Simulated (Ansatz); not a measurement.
Crystal: TiO.

```
Ti O
1.0
     4.98909    0.00000    0.00000
    -2.49454    4.32068    0.00000
     0.00000    0.00000    2.87331
Ti O
3 3
Cartesian
  0.0000 0.0000 0.0000
  0.0000 2.8805 1.4367
  2.4945 1.4402 1.4367
  -0.9839 1.7043 0.0000
  1.9679 0.0000 0.0000
  1.5106 2.6164 0.0000
```

The cell comes from a database or a generator and needn't be the stable form of this composition.

Base run:

| Quantity | Value |
| --- | --- |
| Program | Ansatz 0.2.0 |
| Functional | PBEsol |
| Potentials or basis | Ansatz PAW |
| Cutoff | 420 eV (not typed: the program's choice for these potentials) |
| k mesh | 6 × 6 × 9 |
| Occupations | fermi-dirac, width 0.05 eV |
| Spin | no spin polarisation |
| Hubbard terms | Ti d U = 6 eV |

Its results: band gap on the k mesh none (metal or under the smearing width); pressure 6.1 GPa; largest force 0.235 eV/Å.

**Question.** The run is repeated on the same cell with these changes: hubbard terms from Ti d U = 6 eV to Ti d U = 2 eV. What comes out?

**Answer.** Band gap on the k mesh none (metal or under the smearing width); pressure -2.9 GPa; largest force 0.050 eV/Å.

Caveats: U without spin polarisation on a metal has little footing; the PAW data sets come from PBE, with cores solved anew for the run's functional, which leaves a small shift of forces and pressure.
